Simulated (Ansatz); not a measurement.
input.yaml

```yaml
crystal:
  lattice:
    - [0.0, 3.098414673, 3.098414673]
    - [3.098414673, 0.0, 3.098414673]
    - [3.098414673, 3.098414673, 0.0]
  atoms:
    - { symbol: Cd, position: [0.0, 0.0, 0.0] }
    - { symbol: Se, position: [0.75, 0.75, 0.75] }
basis:
  ecutwfc: 420
kpoints:
  mp_grid: { grid: [10, 10, 10] }
  band_path:
    path:
      - [[0.0, 0.0, 0.0], [-0.5, -0.5, 0.0], [-0.375, -0.375, 0.25]]
      - [[-0.375, 0.0, 0.375], [0.0, 0.0, 0.0], [0.0, 0.0, 0.5], [-0.5, -0.25, 0.25], [-0.5, -0.5, 0.0]]
    npoints: 10
hamiltonian:
  xc: pbe
scf:
  occupations: { method: gaussian, width: 0.02 }
output:
  forces: true
  stress: true
  eigenvalues: true
  populations: true
  dos: { projected: true, de: 0.02 }
  bader: false
  write_density: true
  write_potential: true
  elf: true
  volumetric_format: npy
magnetization:
  noncollinear: true
  spin_orbit: true
```

Run as
```bash
ansatz run input.yaml --threads 1 --pin off --max-ram 2560MiB --backend cpu --events-out ev --progress --plain --runs-dir out
```

The calculation used DFT PBE, spin-orbit coupling, plane waves, PAW in Ansatz.

Abridged output:

```
Pseudopotentials: kind: paw_fr
Pseudopotential: Cd, paw_fr, valence charge 20, recommended cutoff 420 eV (normal)#standard-fr
Pseudopotential: Se, paw_fr, valence charge 16, recommended cutoff 420 eV (normal)#standard-fr
Functional definition: PBE
non-collinear run that drives no moment, with spin-orbit: no starting moment large enough to seed its density (crystal.atoms[].spin), no starting occupations that ask for one, no magnetisation constraint and no magnetic field, so the semilocal B_xc is pinned to zero
Crystal: 2 atoms, lattice volume = 59.491 Å³
Basis set: ecut = 420 eV, 1211 PW (Γ), exchange–correlation on 60×60×60 points (8 copies of the dense FFT grid, shifted against one another)
Bands: 44, of which v1, the nominal top of the filled ones, is band 36 counted from 1 (35 counted from 0)
Symmetry: 24 space group operations + 24 with time reversal
Magnetic group: BNS 216.75 (UNI 1577), of the structure as read, at distance tolerance 3.9e-5 Å
k-points: 47 of 1000 (time reversal used)
Projection manifold: j_resolved (fully-relativistic pseudo-atomic orbitals)
Initial density: superposition of atomic densities (chi_scale 0.1, normalization cell, long waves kept (reshape's long-wave potential 0.00 eV rms))
Initial wavefunctions: pseudopotential atomic-orbital guess
Functional: x = pbe(κ = 0.804, μ = 0.21951497), c = pbe(β = 0.06672455)
SCF iter   1: F=—  HF=-13728.256001 eV  |F-HF|=—  |Δ(HF+E_count)|=         —  Δρ=5.21e-2  dr2=1.63e0  dr2_m=0.00e0 (ungated) ethr=3.10e-3  |M|=0.00e0 ∫|m|=0.00e0 μB  |m|>n=0.0e0 m-floor=0.0e0 τ_xc=0.0e0  β_m=0.30  ⟨swp⟩=8.7  Hψ=10259  notcnv=0
SCF iter   2: F=—  HF=-13727.714748 eV  |F-HF|=—  |Δ(HF+E_count)|=   5.41e-1  Δρ=2.11e-2  dr2=1.83e-1  dr2_m=0.00e0 (ungated) ethr=3.10e-3  |M|=0.00e0 ∫|m|=0.00e0 μB  |m|>n=0.0e0 m-floor=0.0e0 τ_xc=0.0e0  β_m=0.36  ⟨swp⟩=2.5  Hψ=3453  notcnv=0  defer=171
SCF iter   3: F=—  HF=-13727.661694 eV  |F-HF|=—  |Δ(HF+E_count)|=   5.31e-2  Δρ=1.07e-2  dr2=3.82e-2  dr2_m=0.00e0 (ungated) ethr=5.07e-4  |M|=0.00e0 ∫|m|=0.00e0 μB  |m|>n=0.0e0 m-floor=0.0e0 τ_xc=0.0e0  β_m=0.60  ⟨swp⟩=2.3  Hψ=3047  notcnv=0  defer=171
SCF iter   4: F=—  HF=-13727.650456 eV  |F-HF|=—  |Δ(HF+E_count)|=   1.12e-2  Δρ=7.07e-4  dr2=2.31e-4  dr2_m=0.00e0 (ungated) ethr=1.06e-4  |M|=0.00e0 ∫|m|=0.00e0 μB  |m|>n=0.0e0 m-floor=0.0e0 τ_xc=0.0e0  β_m=0.54  ⟨swp⟩=2.0  Hψ=3192  notcnv=0  defer=174
SCF iter   5: F=—  HF=-13727.650281 eV  |F-HF|=—  |Δ(HF+E_count)|=   1.75e-4  Δρ=2.54e-4  dr2=1.39e-5  dr2_m=0.00e0 (ungated) ethr=6.42e-7  |M|=0.00e0 ∫|m|=0.00e0 μB  |m|>n=0.0e0 m-floor=0.0e0 τ_xc=0.0e0  β_m=0.63  ⟨swp⟩=2.0  Hψ=3492  notcnv=0  defer=174
SCF iter   6: F=—  HF=-13727.650304 eV  |F-HF|=—  |Δ(HF+E_count)|=   2.33e-5  Δρ=5.98e-5  dr2=9.16e-7  dr2_m=0.00e0 (ungated) ethr=3.85e-8  |M|=0.00e0 ∫|m|=0.00e0 μB  |m|>n=0.0e0 m-floor=0.0e0 τ_xc=0.0e0  β_m=0.68  ⟨swp⟩=2.0  Hψ=3164  notcnv=0  defer=174
SCF iter   7: F=—  HF=-13727.650306 eV  |F-HF|=—  |Δ(HF+E_count)|=   2.05e-6  Δρ=9.67e-6  dr2=3.86e-8  dr2_m=0.00e0 (ungated) ethr=2.78e-10  |M|=0.00e0 ∫|m|=0.00e0 μB  |m|>n=0.0e0 m-floor=0.0e0 τ_xc=0.0e0  β_m=0.82  ⟨swp⟩=13.8  Hψ=15198  notcnv=0
SCF iter   8: F=-13727.650306 eV  HF=-13727.650306 eV  |F-HF|=1.30e-9  |Δ(HF+E_count)|=   4.93e-8  Δρ=1.27e-6  dr2=5.66e-10  dr2_m=0.00e0 (ungated) ethr=1.07e-10  |M|=0.00e0 ∫|m|=0.00e0 μB  |m|>n=0.0e0 m-floor=0.0e0 τ_xc=0.0e0  ⟨swp⟩=7.6  Hψ=12080  notcnv=0
SCF 1 converged in 8 iterations: F = -13727.650306 eV  dr2 = 5.66e-10
SCF converged after 8 iterations
Magnetization: |M| = 0.0000 μB, M = (+0.0000, +0.0000, +0.0000) μB
Absolute magnetization: 0.0000 μB (∫|m|)
  site 0: m = (+0.0000, +0.0000, +0.0000) μB, |m| = 0.0000 μB  (R = 1.11 Å)
  site 1: m = (+0.0000, +0.0000, +0.0000) μB, |m| = 0.0000 μB  (R = 1.11 Å)
Free energy (F): -13727.650306 eV
Harris-Foulkes:  -13727.650306 eV  (|F-HF|=1.30e-9)
Internal energy: -13727.650306 eV  (E = F + TS)
E sigma→0 (E₀):  -13727.650306 eV
Fermi energy:    7.002583 eV
--- Per-component energies (eV) ---
  E_band       = -914.311281
  E_kinetic    = 622.939289
  E_local      = -6503.932298  (includes V_loc(G=0)·N_el)
  E_nonlocal   = -563.765821
  E_hartree    = 3085.355533
  E_xc         = -280.592767
  E_vxc        = -319.306376  (∫ρ·V_xc dr)
  E_paw        = -5996.865258  (= ΣΔE_a)
  E_vpaw       = -320.956888  (= ΣTr[D̂ρ^β])
  E_aug_tail   = -0.000621  (compensation charges beyond the density's cutoff)
  E_ewald      = -4090.788364
  E_smearing   =  0.000000  (= −TS)
--- Forces (eV/Å), atoms counted from 1 ---
  atom   1  Cd     0.00000000     0.00000000     0.00000000
  atom   2  Se     0.00000000     0.00000000     0.00000000
--- Stress (GPa, compression-positive) ---
       -0.049321       0.000000       0.000000
        0.000000      -0.049321       0.000000
        0.000000       0.000000      -0.049321
  P = ⅓ Tr σ = -0.0493 GPa (-0.493 kbar)
--- Band table (eV; the first three rows and the last of 47) ---
  k-point 0: bands = ["-94.8064", "-94.8064", "-59.9225", "-59.9225", "-54.1042", "-54.1042", "-54.1042", "-54.1042", "-40.3778", "-40.3778", "-40.3778", "-40.3778", "-39.4853", "-39.4853", "-39.4836", "-39.4836", "-39.4836", "-39.4836", "-5.5972", "-5.5972", "-1.3554", "-1.3554", "-1.3554", "-1.3554", "-0.8169", "-0.8169", "-0.5684", "-0.5684", "-0.5684", "-0.5684", "6.4510", "6.4510", "6.8142", "6.8142", "6.8142", "6.8142", "7.1902", "7.1902", "12.3557", "12.3557", "12.7546", "12.7546", "12.7546", "12.7546"]
  k-point 1: bands = ["-94.8064", "-94.8064", "-59.9225", "-59.9225", "-54.1042", "-54.1042", "-54.1042", "-54.1042", "-40.3778", "-40.3778", "-40.3778", "-40.3778", "-39.4853", "-39.4853", "-39.4836", "-39.4836", "-39.4836", "-39.4836", "-5.5666", "-5.5666", "-1.3614", "-1.3422", "-1.3349", "-1.3349", "-0.8006", "-0.8006", "-0.5749", "-0.5680", "-0.5680", "-0.5499", "5.7814", "5.7814", "6.5125", "6.5125", "6.7330", "6.7472", "7.9782", "7.9782", "12.3506", "12.3506", "12.7101", "12.7101", "12.8803", "12.8814"]
  k-point 2: bands = ["-94.8064", "-94.8064", "-59.9225", "-59.9225", "-54.1042", "-54.1042", "-54.1042", "-54.1042", "-40.3778", "-40.3778", "-40.3778", "-40.3778", "-39.4853", "-39.4853", "-39.4836", "-39.4836", "-39.4836", "-39.4836", "-5.4859", "-5.4859", "-1.3589", "-1.3278", "-1.2744", "-1.2744", "-0.7577", "-0.7577", "-0.5657", "-0.5564", "-0.5564", "-0.5250", "4.6934", "4.6934", "6.3198", "6.3198", "6.5465", "6.5687", "8.6857", "8.6857", "12.3671", "12.3671", "12.8998", "12.8998", "13.1378", "13.1379"]
  k-point 46: bands = ["-94.8064", "-94.8064", "-59.9226", "-59.9225", "-54.1044", "-54.1043", "-54.1043", "-54.1043", "-40.3778", "-40.3778", "-40.3778", "-40.3778", "-39.4853", "-39.4853", "-39.4836", "-39.4836", "-39.4836", "-39.4836", "-5.1712", "-5.1689", "-1.2562", "-1.2139", "-1.2084", "-0.9612", "-0.6353", "-0.5950", "-0.5304", "-0.4888", "-0.2402", "-0.1327", "2.8986", "3.0118", "4.5877", "4.7475", "4.7510", "4.7899", "11.2656", "11.4277", "11.5026", "11.5150", "13.4628", "13.6238", "14.4205", "14.4566"]
--- Löwdin populations: 2 sites ---
  site symbol q [e]
     0     Cd     18.7891
     1     Se     17.0227
  spilling = 0.005228 (of n_electrons = 36.000000)
```

Self-consistency was reached.

Time: 55 s on 1 thread of Arm Neoverse V2, with other jobs on the host, peak memory 0.56 GiB.